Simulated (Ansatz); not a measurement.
# GaP (F-43m) in Ansatz: settings compared

One crystal, GaP, is run at these levels: RPBE, revPBE; tasks: band structure, single point, equation of state.

All numbers are computed with Ansatz 0.2.0; they aren't measurements. Logs are shortened: lines on timing, memory, paths and dates and some standing lists are left out, and cuts for length are marked.

**What was measured.**

“Stacking defects in GaP nanowires: Electronic structure and optical properties”, 2018, arxiv:1810.01194 quotes, for a bulk crystal of GaP at 10 K: band gap 2.34 eV (indirect).

From “Phosphorous dimerization in GaP at high pressure”, 2017, arxiv:1709.06667, for a bulk crystal of GaP: bulk modulus 87.5 ± 0.6 GPa.

The results are compared with them further down.

### 1 The structure

It takes space group F-43m (No. 216, cubic). The conventional cell has a = 5.451 Å, b = 5.451 Å, c = 5.451 Å, α = 90.00°, β = 90.00°, γ = 90.00°. Ga (site symmetry -43m) is surrounded by 4 P at 2.36 Å. Around P (site symmetry -43m) lie 4 Ga at 2.36 Å.

### 2 Band structure, RPBE

The input, input.yaml:

```yaml
crystal:
  lattice:
    - [0.0, 2.72525, 2.72525]
    - [2.72525, 0.0, 2.72525]
    - [2.72525, 2.72525, 0.0]
  atoms:
    - { symbol: Ga, position: [0.0, 0.0, 0.0] }
    - { symbol: P, position: [0.75, 0.75, 0.75] }
hamiltonian:
  xc: rpbe
  pseudopotentials: { kind: paw }
kpoints:
  mp_grid: { grid: [8, 8, 8] }
  band_path:
    path:
      - [[0.0, 0.0, 0.0], [0.5, 0.0, 0.5], [0.5, 0.25, 0.75], [0.375, 0.375, 0.75], [0.0, 0.0, 0.0], [0.5, 0.5, 0.5], [0.625, 0.25, 0.625], [0.5, 0.25, 0.75], [0.5, 0.5, 0.5], [0.375, 0.375, 0.75]]
      - [[0.625, 0.25, 0.625], [0.5, 0.0, 0.5]]
    npoints: 14
scf:
  occupations: { method: fermi_dirac, width: 0.05 }
  n_extra_bands: 6
output:
  forces: true
  stress: true
  eigenvalues: true
  fatbands: false
```

Potentials or basis: Ansatz PAW.

The run is started by

```console
$ ansatz run input.yaml --threads 2 --pin off --max-ram 5120MiB --backend cpu --events-out ev --progress --plain --runs-dir out
```

The program printed:

```text
Warning: RAYON_NUM_THREADS=2 ignored (pool sized by the plan → 2); use --threads N
scf.n_extra_bands = 6 over 9 filled bands (N_el = 18.0): the run solves 15 bands
Engine: ansatz 0.2.0, aarch64-unknown-linux-gnu
Pseudopotentials: kind: paw
Pseudopotential: Ga, paw, valence charge 13, recommended cutoff 420 eV (normal), Ga.paw.azcp
Pseudopotential: P, paw, valence charge 5, recommended cutoff 420 eV (normal), P.paw.azcp
Functional definition: RPBE
  parameter kappa = 0.804
  parameter beta = 0.06672455060314922
  exchange = rpbe_x(kappa = kappa, mu = beta*pi^2/3)
  correlation = pbe_c(beta = beta)
Crystal: 2 atoms, lattice volume = 40.481 Å³
Basis set: ecut = 420 eV, 749 PW (Γ), exchange–correlation on 54×54×54 points (8 copies of the dense FFT grid, shifted against one another)
Bands: 15, of which v1, the nominal top of the filled ones, is band 9 counted from 1 (8 counted from 0)
Symmetry: 24 space group operations
Space group: F-43m (ITA 216), of the structure as read, at distance tolerance 3.4e-5 Å
k-points: 29 of 512 (time reversal used)
Non-local potential: Ga, projectors of the file, l = 0: 2, l = 1: 2, l = 2: 3, l = 3: 1
Non-local potential: P, projectors of the file, l = 0: 2, l = 1: 2, l = 2: 2
PAW form: soft (Blöchl's): semilocal exchange-correlation on the pseudo side does not see the compensation charge
PAW frozen core: Ga, regenerated for the run's functional, and the local potential with it (the file was generated under x = pbe(κ = 0.804, μ = 0.2195149727645171), c = pbe(β = 0.06672455060314922))
PAW frozen core: P, regenerated for the run's functional, and the local potential with it (the file was generated under x = pbe(κ = 0.804, μ = 0.2195149727645171), c = pbe(β = 0.06672455060314922))
PAW one-centre angular grid: Ga, 590 points (default); XC on 64 Gauss nodes
PAW one-centre angular grid: P, 110 points (default); XC on 64 Gauss nodes
Initial density: superposition of atomic densities (neutral atoms: chi_scale 0, normalization atom), corrected by the library's trained network
Initial wavefunctions: pseudopotential atomic-orbital guess
Functional: x = rpbe, c = pbe(β = 0.06672455060314922)
SCF iter   1: F=—  HF=-4548.372194 eV  |F-HF|=—  |Δ(HF+E_count)|=         —  Δρ=3.78e-3  dr2=2.34e-3  ethr=1.77e-3  ⟨swp⟩=6.1  Hψ=2786  notcnv=0
preconditioner: auto → none  [insulator: Δε(μ)=1.724 eV  Ē_g=17.274 eV  σ=0.050 eV  W_gap=1.00  n_scr=14 (ndim 8)  ℏωp=24.8 eV  f_vac=0.011  D(μ)=0.00/eV (n_scr^D=0)  ε∞_Penn≈3.1]
SCF iter   2: F=—  HF=-4548.371582 eV  |F-HF|=—  |Δ(HF+E_count)|=   6.12e-4  Δρ=1.86e-3  dr2=1.21e-3  ethr=1.30e-5  ⟨swp⟩=2.0  Hψ=1045  notcnv=0  defer=37
SCF iter   3: F=—  HF=-4548.370872 eV  |F-HF|=—  |Δ(HF+E_count)|=   7.10e-4  Δρ=6.80e-4  dr2=1.51e-4  ethr=6.73e-6  ⟨swp⟩=2.5  Hψ=640  notcnv=0  defer=37
SCF iter   4: F=—  HF=-4548.370871 eV  |F-HF|=—  |Δ(HF+E_count)|=   6.05e-7  Δρ=2.99e-4  dr2=1.73e-5  ethr=8.37e-7  ⟨swp⟩=2.0  Hψ=656  notcnv=0  defer=37
SCF iter   5: F=—  HF=-4548.370861 eV  |F-HF|=—  |Δ(HF+E_count)|=   9.67e-6  Δρ=1.23e-4  dr2=3.27e-6  ethr=9.63e-8  ⟨swp⟩=2.0  Hψ=635  notcnv=0  defer=37
SCF iter   6: F=—  HF=-4548.370860 eV  |F-HF|=—  |Δ(HF+E_count)|=   1.00e-6  Δρ=4.38e-5  dr2=3.75e-7  ethr=1.81e-8  ⟨swp⟩=2.3  Hψ=628  notcnv=0  defer=37
SCF iter   7: F=-4548.370860 eV  HF=-4548.370860 eV  |F-HF|=1.10e-10  |Δ(HF+E_count)|=   3.04e-8  Δρ=3.21e-6  dr2=1.88e-9  ethr=5.56e-10  ⟨swp⟩=9.0  Hψ=2322  notcnv=0
SCF 1 converged in 7 iterations: F = -4548.370860 eV  dr2 = 1.88e-9
NSCF: frozen V_eff on 142 k-points
SCF converged after 7 iterations
Free energy (F): -4548.370860 eV
Harris-Foulkes:  -4548.370860 eV  (|F-HF|=1.10e-10)
Internal energy: -4548.370860 eV  (E = F + TS)
E sigma→0 (E₀):  -4548.370860 eV
Fermi energy:    8.019195 eV
--- Per-component energies (eV) ---
  E_band       = -56.046696
  E_kinetic    = 186.238574
  E_local      = -2199.859739  (includes V_loc(G=0)·N_el)
  E_nonlocal   = 458.056014
  E_hartree    = 1017.946499
  E_xc         = -130.924074
  E_vxc        = -118.810429  (∫ρ·V_xc dr)
  E_paw        = -2567.028471  (= ΣΔE_a)
  E_vpaw       = -417.561772  (= ΣTr[D̂ρ^β])
  E_aug_tail   = -0.000099  (compensation charges beyond the density's cutoff)
  E_ewald      = -1312.644944
  E_core_change = -0.154620  (= ΣΔE_core)
  E_smearing   = -0.000000  (= −TS)
  E_closure    = -0.000000  (closes the sum)
  Σ components = -4548.370860   (vs F -4548.370860, Δ=0.00e0)
--- Forces (eV/Å), atoms counted from 1 ---
  atom   1  Ga    -0.00000000     0.00000000    -0.00000000
  atom   2  P      0.00000000    -0.00000000     0.00000000
  max |Σ_I F_I| component: 1.11e-16 eV/Å
--- Stress (GPa, compression-positive) ---
        4.620630      -0.000000      -0.000000
        0.000000       4.620630       0.000000
        0.000000       0.000000       4.620630
  P = ⅓ Tr σ = 4.6206 GPa (46.206 kbar)
--- Band table (eV; the first three rows and the last of 29) ---
  k-point 0: bands = ["-7.3228", "-7.3228", "-7.3228", "-7.2230", "-7.2230", "-5.2842", "7.1814", "7.1814", "7.1814", "9.1396", "11.1036", "11.1036", "11.1036", "16.2164", "16.8916"]
  k-point 1: bands = ["-7.3369", "-7.3181", "-7.3181", "-7.2231", "-7.2231", "-5.0819", "5.5812", "6.9531", "6.9531", "9.7280", "11.4515", "11.4515", "11.7199", "16.3100", "16.3100"]
  k-point 2: bands = ["-7.3676", "-7.3081", "-7.3081", "-7.2217", "-7.2217", "-4.5096", "3.3413", "6.5219", "6.5219", "9.4315", "11.9571", "11.9571", "13.6341", "16.1451", "16.1451"]
  k-point 28: bands = ["-7.4231", "-7.2837", "-7.2628", "-7.2380", "-7.2142", "-2.2410", "0.6755", "3.6341", "3.7924", "11.9619", "12.0887", "13.3546", "13.4147", "18.8739", "19.0146"]
```

bands.tsv:

```text
# k_distance	band_0	band_1	band_2	band_3	band_4	band_5	band_6	band_7	band_8	band_9	band_10	band_11	band_12	band_13	band_14
# fermi_ev = 8.019195
# lock_threshold_ev = 1e-6
[... 156 lines left out ...]
7.312537	-15.460447	-15.279488	-15.276738	-15.275073	-15.220971	-10.346061	-7.538910	-3.633317	-3.489489	0.989858	1.226981	9.496939	9.576296	10.529392	11.250777
7.341649	-15.460954	-15.278745	-15.276499	-15.275663	-15.220691	-10.348581	-7.544499	-3.566470	-3.500814	0.960976	1.131823	9.647117	9.694918	10.532944	11.342504
7.370761	-15.461261	-15.278199	-15.276355	-15.276114	-15.220520	-10.350181	-7.547875	-3.524310	-3.507619	0.933118	1.083261	9.756767	9.771897	10.510616	11.408880
7.399873	-15.461364	-15.277973	-15.276307	-15.276307	-15.220462	-10.350729	-7.549005	-3.509889	-3.509889	0.921035	1.069513	9.798695	9.798695	10.496681	11.434449
```

It took 2.5 s on 2 threads of Arm Neoverse V2, shared host; peak memory 0.29 GiB.

What came out:

```
Free energy             : -4548.3709 eV
Pressure                : 4.6 GPa
Band gap on the k mesh  : 1.73 eV, indirect (least direct gap 1.96 eV)
Band gap along the path : 1.69 eV, indirect (least direct gap 1.96 eV)
```

Levels at the corners of the path, in eV from the valence-band top:
```
point  band 6  band 7  band 8  band 9  band 10  band 11  band 12  band 13
    Γ  -12.47    0.00    0.00    0.00     1.96     3.92     3.92     3.92
    X   -9.51   -6.71   -2.67   -2.67     1.76     1.91    10.64    10.64
    W   -9.42   -6.51   -3.55   -3.39     4.78     4.91     6.17     6.23
    K   -9.55   -6.50   -3.90   -2.24     2.28     4.87     8.27     8.34
    Γ  -12.47    0.00    0.00    0.00     1.96     3.92     3.92     3.92
    L  -10.41   -6.59   -1.11   -1.11     1.77     4.75     4.75     8.45
    U   -9.55   -6.50   -3.90   -2.24     2.28     4.87     8.27     8.34
    W   -9.42   -6.51   -3.55   -3.39     4.78     4.91     6.17     6.23
    L  -10.41   -6.59   -1.11   -1.11     1.77     4.75     4.75     8.45
    K   -9.55   -6.50   -3.90   -2.24     2.28     4.87     8.27     8.34
    U   -9.55   -6.50   -3.90   -2.24     2.28     4.87     8.27     8.34
    X   -9.51   -6.71   -2.67   -2.67     1.76     1.91    10.64    10.64
```

Caveat: the PAW data sets come from PBE, with cores solved anew for the run's functional, which leaves a small shift of forces and pressure.

### 3 Single point, revPBE, 19.03 Å³/atom (volume scaled by 0.94)

The input, input.yaml:

```yaml
crystal:
  lattice:
    - [0.0, 2.6696170428, 2.6696170428]
    - [2.6696170428, 0.0, 2.6696170428]
    - [2.6696170428, 2.6696170428, 0.0]
  atoms:
    - { symbol: Ga, position: [0.0, 0.0, 0.0] }
    - { symbol: P, position: [0.75, 0.75, 0.75] }
hamiltonian:
  xc: revpbe
  pseudopotentials: { kind: paw }
kpoints:
  mp_grid: { grid: [8, 8, 8] }
scf:
  occupations: { method: fermi_dirac, width: 0.05 }
output:
  forces: true
  stress: true
  eigenvalues: true
```

Potentials or basis: Ansatz PAW.

The run is started by

```console
$ ansatz run input.yaml --threads 2 --pin off --max-ram 5120MiB --backend cpu --events-out ev --progress --plain --runs-dir out
```

Wall time 0.93 s (2 threads of Arm Neoverse V2, shared host); peak memory 0.29 GiB.

Results (log left out):

| Quantity | Value |
| --- | --- |
| Free energy | -4545.7452 eV |
| Pressure | 10.4 GPa |
| Band gap on the k mesh | 1.58 eV, indirect (least direct gap 2.44 eV) |

Caveat: the PAW data sets come from PBE, with cores solved anew for the run's functional, which leaves a small shift of forces and pressure.

### 4 Single point, revPBE, 19.43 Å³/atom (volume scaled by 0.96)

Edit input.yaml of step 3 so:

```diff
@@ -2,5 +2,5 @@
   lattice:
-    - [0.0, 2.6696170428, 2.6696170428]
-    - [2.6696170428, 0.0, 2.6696170428]
-    - [2.6696170428, 2.6696170428, 0.0]
+    - [0.0, 2.6884177822, 2.6884177822]
+    - [2.6884177822, 0.0, 2.6884177822]
+    - [2.6884177822, 2.6884177822, 0.0]
   atoms:
@@ -19 +19,5 @@
   eigenvalues: true
+  write_density: true
+  write_potential: true
+  elf: true
+  volumetric_format: npy
```

The run is started by

```console
$ ansatz run input.yaml --threads 2 --pin off --max-ram 5120MiB --backend cpu --events-out ev --progress --plain --runs-dir out
```

It took 1.2 s on 2 threads of Arm Neoverse V2, shared host; peak memory 0.3 GiB.

It converged, with:

- Free energy: -4545.7918 eV
- Pressure: 8.1 GPa
- Band gap on the k mesh: 1.64 eV, indirect (least direct gap 2.26 eV)

Caveat: the PAW data sets come from PBE, with cores solved anew for the run's functional, which leaves a small shift of forces and pressure.

### 5 Single point, revPBE, 19.84 Å³/atom (volume scaled by 0.98)

Edit input.yaml of step 4 so:

```diff
@@ -2,5 +2,5 @@
   lattice:
-    - [0.0, 2.6884177822, 2.6884177822]
-    - [2.6884177822, 0.0, 2.6884177822]
-    - [2.6884177822, 2.6884177822, 0.0]
+    - [0.0, 2.7069591804, 2.7069591804]
+    - [2.7069591804, 0.0, 2.7069591804]
+    - [2.7069591804, 2.7069591804, 0.0]
   atoms:
```

The run is started by

```console
$ ansatz run input.yaml --threads 2 --pin off --max-ram 5120MiB --backend cpu --events-out ev --progress --plain --runs-dir out
```

It took 1.2 s on 2 threads of Arm Neoverse V2, shared host; peak memory 0.3 GiB.

It converged, with:

```yaml
Free_energy: -4545.8272 eV
Pressure: 5.9 GPa
Band_gap_on_the_k_mesh: 1.67 eV, indirect (least direct gap 2.09 eV)
```

Caveat: the PAW data sets come from PBE, with cores solved anew for the run's functional, which leaves a small shift of forces and pressure.

### 6 Single point, revPBE, 20.24 Å³/atom

Edit input.yaml of step 5 so:

```diff
@@ -2,5 +2,5 @@
   lattice:
-    - [0.0, 2.7069591804, 2.7069591804]
-    - [2.7069591804, 0.0, 2.7069591804]
-    - [2.7069591804, 2.7069591804, 0.0]
+    - [0.0, 2.72525, 2.72525]
+    - [2.72525, 0.0, 2.72525]
+    - [2.72525, 2.72525, 0.0]
   atoms:
```

Potentials or basis: Ansatz PAW.

The run is started by

```console
$ ansatz run input.yaml --threads 2 --pin off --max-ram 5120MiB --backend cpu --events-out ev --progress --plain --runs-dir out
```

Run time: 1.2 s. Hardware: 2 threads of Arm Neoverse V2, shared host; peak memory 0.3 GiB.

Results (log left out):

| Quantity | Value |
| --- | --- |
| Free energy | -4545.8523 eV |
| Pressure | 4.0 GPa |
| Band gap on the k mesh | 1.71 eV, indirect (least direct gap 1.92 eV) |

Caveat: the PAW data sets come from PBE, with cores solved anew for the run's functional, which leaves a small shift of forces and pressure.

### 7 Single point, revPBE, 20.65 Å³/atom (volume scaled by 1.02)

The input, input.yaml:

```yaml
crystal:
  lattice:
    - [0.0, 2.7432985392, 2.7432985392]
    - [2.7432985392, 0.0, 2.7432985392]
    - [2.7432985392, 2.7432985392, 0.0]
  atoms:
    - { symbol: Ga, position: [0.0, 0.0, 0.0] }
    - { symbol: P, position: [0.75, 0.75, 0.75] }
hamiltonian:
  xc: revpbe
  pseudopotentials: { kind: paw }
kpoints:
  mp_grid: { grid: [8, 8, 8] }
scf:
  occupations: { method: fermi_dirac, width: 0.05 }
output:
  forces: true
  stress: true
  eigenvalues: true
```

The run is started by

```console
$ ansatz run input.yaml --threads 2 --pin off --max-ram 5120MiB --backend cpu --events-out ev --progress --plain --runs-dir out
```

Wall time 0.93 s (2 threads of Arm Neoverse V2, shared host); peak memory 0.29 GiB.

It converged, with:

| Property | Result |
| --- | --- |
| Free energy | -4545.8683 eV |
| Pressure | 2.3 GPa |
| Band gap on the k mesh | 1.69 eV, indirect (least direct gap 1.76 eV) |

Caveat: the PAW data sets come from PBE, with cores solved anew for the run's functional, which leaves a small shift of forces and pressure.

### 8 Single point, revPBE, 21.05 Å³/atom (volume scaled by 1.04)

Edit input.yaml of step 7 so:

```diff
@@ -2,5 +2,5 @@
   lattice:
-    - [0.0, 2.7432985392, 2.7432985392]
-    - [2.7432985392, 0.0, 2.7432985392]
-    - [2.7432985392, 2.7432985392, 0.0]
+    - [0.0, 2.7611126653, 2.7611126653]
+    - [2.7611126653, 0.0, 2.7611126653]
+    - [2.7611126653, 2.7611126653, 0.0]
   atoms:
```

The run is started by

```console
$ ansatz run input.yaml --threads 2 --pin off --max-ram 5120MiB --backend cpu --events-out ev --progress --plain --runs-dir out
```

It took 0.92 s on 2 threads of Arm Neoverse V2, shared host; peak memory 0.29 GiB.

Results (log left out):

- Free energy: -4545.8761 eV
- Pressure: 0.8 GPa
- Band gap on the k mesh: 1.60 eV, direct

Caveat: the PAW data sets come from PBE, with cores solved anew for the run's functional, which leaves a small shift of forces and pressure.

### 9 Single point, revPBE, 21.45 Å³/atom (volume scaled by 1.06)

Edit input.yaml of step 8 so:

```diff
@@ -2,5 +2,5 @@
   lattice:
-    - [0.0, 2.7611126653, 2.7611126653]
-    - [2.7611126653, 0.0, 2.7611126653]
-    - [2.7611126653, 2.7611126653, 0.0]
+    - [0.0, 2.7786998443, 2.7786998443]
+    - [2.7786998443, 0.0, 2.7786998443]
+    - [2.7786998443, 2.7786998443, 0.0]
   atoms:
@@ -19 +19,5 @@
   eigenvalues: true
+  write_density: true
+  write_potential: true
+  elf: true
+  volumetric_format: npy
```

Potentials or basis: Ansatz PAW.

The run is started by

```console
$ ansatz run input.yaml --threads 2 --pin off --max-ram 5120MiB --backend cpu --events-out ev --progress --plain --runs-dir out
```

Run time: 1.2 s. Hardware: 2 threads of Arm Neoverse V2, shared host; peak memory 0.3 GiB.

Results (log left out):

```yaml
Free_energy: -4545.8765 eV
Pressure: -0.6 GPa
Band_gap_on_the_k_mesh: 1.45 eV, direct
```

Caveat: the PAW data sets come from PBE, with cores solved anew for the run's functional, which leaves a small shift of forces and pressure.

### 10 Equation of state, revPBE

This step only gathers the single runs of the series.

What came out:

```yaml
Equilibrium_volume: 21.27 Å³/atom
Bulk_modulus: 73 GPa
Pressure_derivative_of_the_bulk_modulus: 4.5
```

Energy against volume, from the lowest point:
```csv
volume (Å³/atom),energy (meV/atom)
19.026,65.61
19.431,42.31
19.836,24.65
20.240,12.07
20.645,4.07
21.050,0.18
21.455,0.00
```

Caveat: the potentials were made for another functional, which shifts forces and pressure. revPBE gives volumes clearly too large for solids.

### 11 How close it comes

Step 2. Measured gap of GaP: 2.34 eV (indirect; 10 K; quoted in “Stacking defects in GaP nanowires: Electronic structure and optical properties”, 2018, arxiv:1810.01194). This calculation gives 1.69 eV (-0.65 eV). Spin-orbit coupling on Ga is left out. The value is that of RPBE, without temperature or zero-point motion. Semilocal functionals fall short of measured gaps as a rule.

Step 10. Measured bulk modulus of GaP: 87.5 GPa (“Phosphorous dimerization in GaP at high pressure”, 2017, arxiv:1709.06667). This calculation gives 73 GPa (-16.8 %). The fit is for a static lattice scaled at fixed shape and fixed fractional positions.
